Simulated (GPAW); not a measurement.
**F (C2/m): one start, several treatments of the self-energy**

Wanted: the gap of F (C2/m) under several approximations, with cost.

Calculated with GPAW 26.7.0; LDA and many-body steps on it, plane waves.

This is a report of a sequence of runs, with most program output left out.

**1. The starting structure**

The structure is monoclinic, space group C2/m (No. 12). Conventional cell: a = 5.301 Å, b = 3.035 Å, c = 7.047 Å, α = 90.00°, β = 107.37°, γ = 90.00°. Nearest to F lie 1 F at 1.41 Å. Nearest to F lie 1 F at 1.41 Å.

Structure file:

```
F
1.0
     2.65049   -1.51732    0.00000
     2.65049    1.51732    0.00000
    -2.10342    0.00000    6.72611
F
4
Direct
  0.50450 0.50450 0.40085
  0.08536 0.08536 0.09860
  0.49550 0.49550 0.59915
  0.91464 0.91464 0.90140
```

The cell and positions are those that the Materials Project relaxed with its own functionals (PBE, PBE+U or r2SCAN), kept fixed.

**2. Empty states on the mesh, 4×4×2 mesh, 192 bands**

This step: GPAW 26.7.0; DFT, LDA, plane waves, PAW.

The sums over transitions need many empty states on a uniform mesh; this step solves for them.

Input file run.py:

```python
import json
import numpy as np
from gpaw.mpi import world
from gpaw import GPAW

calc = GPAW('gs.gpw').fixed_density(kpts={'size': (4, 4, 2), 'gamma': True},
    parallel={'domain': 1, 'band': 1},
    txt='nscf.txt')
calc.diagonalize_full_hamiltonian(nbands=192)
calc.write('full.gpw', mode='all')
res = {}
kpts = calc.get_ibz_k_points()
res['kpts'] = kpts
res['eigenvalues'] = [calc.get_eigenvalues(kpt=k) for k in range(len(kpts))]
res['n_electrons'] = calc.get_number_of_electrons()

if world.rank == 0:
    with open('result.json', 'w') as f:
        json.dump(res, f, default=lambda x: x.tolist())
```

Run with:

```bash
$ mpirun -n 4 gpaw python run.py
```

It took 31 s on 4 MPI ranks of Arm Neoverse V1, shared host; peak memory 1.7 GiB; 2 min of CPU time.

Numbers from this step:

```
gap                                                           : 2.329 eV
k of the valence top                                          : 0.5, 0.5, 0
k of the conduction bottom                                    : 0, 0, 0
least direct gap                                              : 2.405 eV
k points computed                                             : 14
lowest point of the top converged band, above the valence top : 126.1263 eV
```

On this mesh the gap is 2.329 eV.

**3. G0W0, Godby-Needs plasmon pole**

G0W0 replaces the xc potential by the self-energy, built once from these orbitals. Only a window of levels is corrected, while the sums run over the empty bands that the input names.

This step: G0W0 on LDA, plane waves, PAW.

Input file run.py:

```python
import json
import numpy as np
from gpaw.mpi import world
from gpaw.response.g0w0 import G0W0

gw = G0W0('full.gpw',
    filename='gw',
    kpts=[0, 12],
    bands=(12, 16),
    ecut=78,
    nbands=84,
    integrate_gamma='WS',
    ppa=True)
gw.calculate()
res = {mode: {k: v for k, v in r.items() if k != 'sigma_eskwn'}
       for mode, r in gw.all_results.items()}

if world.rank == 0:
    with open('result.json', 'w') as f:
        json.dump(res, f, default=lambda x: x.tolist())
```

Run with:

```bash
$ mpirun -n 4 gpaw python run.py
```

It took 27 s on 4 MPI ranks; peak memory 0.88 GiB; 1.8 min of CPU time.

This step gave:

```yaml
g0w0_gap_on_the_points_computed: 8.895 eV
least_direct_g0w0_gap_on_the_computed_points: 8.971 eV
z_at_the_valence_top: 0.8069
z_at_the_conduction_bottom: 0.8228
starting_gap_on_the_mesh: 2.329 eV
k_of_the_valence_top: 0.5, 0.5, 0
k_of_the_conduction_bottom: 0, 0, 0
```

The gap on the mesh goes from 2.33 eV to 8.90 eV, a correction of +6.57 eV.

**4. One-shot HSE06**

This step: one-shot HSE06 levels on LDA orbitals, plane waves, PAW.

Input file run.py:

```python
import json
import numpy as np
from gpaw.mpi import world
from gpaw.hybrids.eigenvalues import non_self_consistent_eigenvalues

dft, vxc, vxc_hyb = non_self_consistent_eigenvalues('full.gpw', 'HSE06', 12, 16, kpt_indices=[0, 12])
res = {'dft': dft[0], 'hybrid': (dft - vxc + vxc_hyb)[0]}
if world.rank == 0:
    with open('hybrid.txt', 'w') as f:
        for k, e0, e1 in zip([0, 12], res['dft'], res['hybrid']):
            print(k, ' '.join(f'{x:9.4f}' for x in e0), '|', ' '.join(f'{x:9.4f}' for x in e1), file=f)

if world.rank == 0:
    with open('result.json', 'w') as f:
        json.dump(res, f, default=lambda x: x.tolist())
```

Run with:

```bash
$ mpirun -n 4 gpaw python run.py
```

The job ended after 3 s (4 MPI ranks; peak memory 0.49 GiB; 12 s of CPU time).

This step gave:

* starting gap on the mesh: 2.329 eV
* hybrid gap on the mesh: 5.751 eV
* least direct hybrid gap on the computed points: 5.823 eV

**5. G0W0, extrapolated in the cutoff**

This step: G0W0 on LDA, plane waves, PAW.

Input file run.py:

```python
import json
import numpy as np
from gpaw.mpi import world
from gpaw.response.g0w0 import G0W0

gw = G0W0('full.gpw',
    filename='gw',
    kpts=[0, 12],
    bands=(12, 16),
    ecut=130.0,
    integrate_gamma='WS',
    ppa=True,
    ecut_extrapolation=True)
gw.calculate()
res = {mode: {k: v for k, v in r.items() if k != 'sigma_eskwn'}
       for mode, r in gw.all_results.items()}

if world.rank == 0:
    with open('result.json', 'w') as f:
        json.dump(res, f, default=lambda x: x.tolist())
```

Run with:

```bash
$ mpirun -n 4 gpaw python run.py
```

Wall time 93 s (4 MPI ranks); peak memory 1.1 GiB.

Numbers from this step:

| Property | Result |
| --- | --- |
| quasiparticle gap on the points computed | 8.310 eV |
| least direct quasiparticle gap on the computed points | 8.390 eV |
| Z at the valence top | 0.7938 |
| Z at the conduction bottom | 0.8052 |
| starting gap on the mesh | 2.329 eV |
| k of the valence top | 0.5, 0.5, 0 |
| k of the conduction bottom | 0, 0, 0 |
| gaps at the cutoffs of the extrapolation | 8.629, 8.595, 8.565 eV |

Against G0W0 in GPAW (4×4×2 mesh, 84 bands, screening to 78 eV, Godby-Needs plasmon pole), the gap moves by −0.585 eV.

**6. One-shot Hartree-Fock**

This step: one-shot Hartree-Fock levels on LDA orbitals, plane waves, PAW.

Input file run.py:

```python
import json
import numpy as np
from gpaw.mpi import world
from gpaw.hybrids.eigenvalues import non_self_consistent_eigenvalues

dft, vxc, vxc_hyb = non_self_consistent_eigenvalues('full.gpw', 'EXX', 12, 16, kpt_indices=[0, 12])
res = {'dft': dft[0], 'hybrid': (dft - vxc + vxc_hyb)[0]}
if world.rank == 0:
    with open('hybrid.txt', 'w') as f:
        for k, e0, e1 in zip([0, 12], res['dft'], res['hybrid']):
            print(k, ' '.join(f'{x:9.4f}' for x in e0), '|', ' '.join(f'{x:9.4f}' for x in e1), file=f)

if world.rank == 0:
    with open('result.json', 'w') as f:
        json.dump(res, f, default=lambda x: x.tolist())
```

Run with:

```bash
$ mpirun -n 4 gpaw python run.py
```

Run time: 3.1 s. Hardware: 4 MPI ranks; peak memory 0.48 GiB; 12 s of CPU time.

Numbers from this step:

```
starting gap on the mesh                       : 2.329 eV
hybrid gap on the mesh                         : 18.46 eV
least direct hybrid gap on the computed points : 18.53 eV
```

**7. G0W0, full frequency, Hilbert transform**

This step: G0W0 on LDA, plane waves, PAW.

Input file run.py:

```python
import json
import numpy as np
from gpaw.mpi import world
from gpaw.response.g0w0 import G0W0

gw = G0W0('full.gpw',
    filename='gw',
    kpts=[0, 12],
    bands=(12, 16),
    ecut=78,
    nbands=84,
    integrate_gamma='WS',
    frequencies={'type': 'nonlinear', 'domega0': 0.1, 'omega2': 15.0},
    eta=0.1,
    nblocksmax=True)
gw.calculate()
res = {mode: {k: v for k, v in r.items() if k != 'sigma_eskwn'}
       for mode, r in gw.all_results.items()}

if world.rank == 0:
    with open('result.json', 'w') as f:
        json.dump(res, f, default=lambda x: x.tolist())
```

Run with:

```bash
$ mpirun -n 4 gpaw python run.py
```

The job ended after 44 s (4 MPI ranks; peak memory 0.94 GiB; 2.9 min of CPU time).

Numbers from this step:

* G0W0 gap on the points computed: 8.391 eV
* least direct G0W0 gap on the computed points: 8.452 eV
* starting gap on the mesh: 2.329 eV
* k of the valence top: 0.5, 0.5, 0
* k of the conduction bottom: 0, 0, 0

Against G0W0 in GPAW (4×4×2 mesh, 84 bands, screening to 78 eV, Godby-Needs plasmon pole), the gap moves by −0.504 eV.

**8. The runs together**

Times are wall times on 4 MPI ranks of Arm Neoverse V1, shared host, good to a factor of about two.

| run | mesh | bands | screening cutoff (eV) | DFT gap (eV) | gap on the mesh (eV) | direct (eV) | time |
| --- | --- | --- | --- | --- | --- | --- | --- |
| G0W0, Godby-Needs plasmon pole | 4×4×2 | 84 | 78 | 2.329 | 8.895 | 8.971 | 27 s |
| one-shot HSE06 | 4×4×2 | - | - | 2.329 | 5.751 | 5.823 | 3 s |
| G0W0, extrapolated in the cutoff | 4×4×2 | - | 130 | 2.329 | 8.310 | 8.390 | 93 s |
| one-shot Hartree-Fock | 4×4×2 | - | - | 2.329 | 18.463 | 18.531 | 3.1 s |
| G0W0, full frequency, Hilbert transform | 4×4×2 | 84 | 78 | 2.329 | 8.391 | 8.452 | 44 s |

**9. Results**

```
G0W0, Godby-Needs plasmon pole          : 8.895 eV
one-shot HSE06                          : 5.751 eV
G0W0, extrapolated in the cutoff        : 8.310 eV
one-shot Hartree-Fock                   : 18.463 eV
G0W0, full frequency, Hilbert transform : 8.391 eV
known limits                            : not at the basis limit; coarse k mesh
```

In words: One-shot HSE06: −3.144 eV against G0W0, Godby-Needs plasmon pole. G0W0, extrapolated in the cutoff: −0.585 eV against G0W0, Godby-Needs plasmon pole, at other bands or cutoff, so not like for like. One-shot Hartree-Fock: +9.567 eV against G0W0, Godby-Needs plasmon pole. G0W0, full frequency, Hilbert transform: −0.504 eV against G0W0, Godby-Needs plasmon pole. Bare exchange alone opens the gap to 18.46 eV; against G0W0, correlation takes back 9.57 eV. One-shot hybrid levels are evaluated on the LDA orbitals. Bands and cutoff are finite, so the gap is not at the basis limit. The miss can reach some tenths of an eV and take either sign; the mesh is an error of its own. These stock PAW sets were not made for GW. In the G0W0 runs levels were corrected at 2 k points alone, so a gap called «on the mesh» is the least over those, and an edge elsewhere would be missed. The program warns of a poor linear fit in the extrapolation of some level, so the extrapolated values are rough. The 4×4×2 mesh is coarse for this cell, which bears on the long-range parts of exchange and screening.

[Paths, hosts, dates, memory and timing lines, banners, echoed tables and standing remarks are left out of the program output.]

[Logs are printed without paths, hosts, clocks, repeated set-up lines and the standing remarks that a program may print on its own settings, such as how far it seeks lower states.]

[Runs of the session that timed out or met a known fault of the program may be left out.]

[Hosts, paths, dates, database ids (printed as entryN), source tags and the programs' standing remarks are cut or masked in the printed files.]
